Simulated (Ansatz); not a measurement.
# Hf: substituted relatives

An exercise on one series of results from a longer session: the logs are not shown, and one member is left open.

Program: Ansatz 0.2.0. Level of theory: DFT PBE, scalar-relativistic, plane waves, PAW. These are calculated values, not measurements.

### The system as given

Symmetry: P6_3/mmc, No. 194, hexagonal system. Conventional cell: a = 3.205 Å, b = 3.205 Å, c = 5.067 Å, α = 90.00°, β = 90.00°, γ = 120.00°. Hf (site symmetry -6m2) is surrounded by 12 Hf at 3.14 to 3.21 Å.

Coordinates:

```xyz
2
Lattice="3.2052 0.0000 0.0000 -1.6026 2.7758 0.0000 0.0000 0.0000 5.0673" Properties=species:S:1:pos:R:3 pbc="T T T"
Hf    0.0000    1.8505    1.2668
Hf    1.6026    0.9253    3.8005
```

It goes back to an entry of the Materials Project.

It is the result of an earlier relaxation at this level (volume 22.54 Å³/atom; gap on the mesh: none (metal)).

The first run:

The input, input.yaml:

```yaml
crystal:
  lattice:
    - [2.7346850083, 0.0, 0.0]
    - [-1.3673425041, 2.3683066885, 0.0]
    - [0.0, 0.0, 4.3234561469]
  atoms:
    - { symbol: Sn, position: [0.3333333333, 0.6666666667, 0.25] }
    - { symbol: Sn, position: [0.6666666667, 0.3333333333, 0.75] }
basis:
  ecutwfc: 420
kpoints:
  mp_grid: { grid: [9, 9, 4] }
hamiltonian:
  xc: pbe
scf:
  occupations: { method: gaussian, width: 0.1 }
output:
  forces: true
  stress: true
  eigenvalues: true
```

Steps of the session up to this table: Quick check of gap, pressure and forces (Sn); Coarse relaxation (Sn); Full relaxation (Sn).

One table of the session follows, with a row left open; its other results are not shown here.

Lengths are those of the vectors of the cell that was run:

| swap | volume (Å³/atom) | a (Å) | b (Å) | c (Å) |
| --- | --- | --- | --- | --- |
| none | 22.54 | 3.205 | 3.205 | 5.067 |
| Hf → Ta | 18.73 | 2.901 | 2.901 | 5.141 |
| Hf → Mn | 10.71 | 2.481 | 2.481 | 4.016 |
| Hf → Zr | ? | ? | ? | ? |
| Hf → Sn | 27.78 | 3.364 | 3.364 | 5.670 |

Estimate the missing values for Hf → Zr.

**Answer.** volume (Å³/atom): 23.39; a (Å): 3.233; b (Å): 3.233; c (Å): 5.168. In the column «volume (Å³/atom)» it lies between none (22.54) and Hf → Sn (27.78).

Lengths are those of the computed cell. Rows of earlier swaps come from the sessions before.
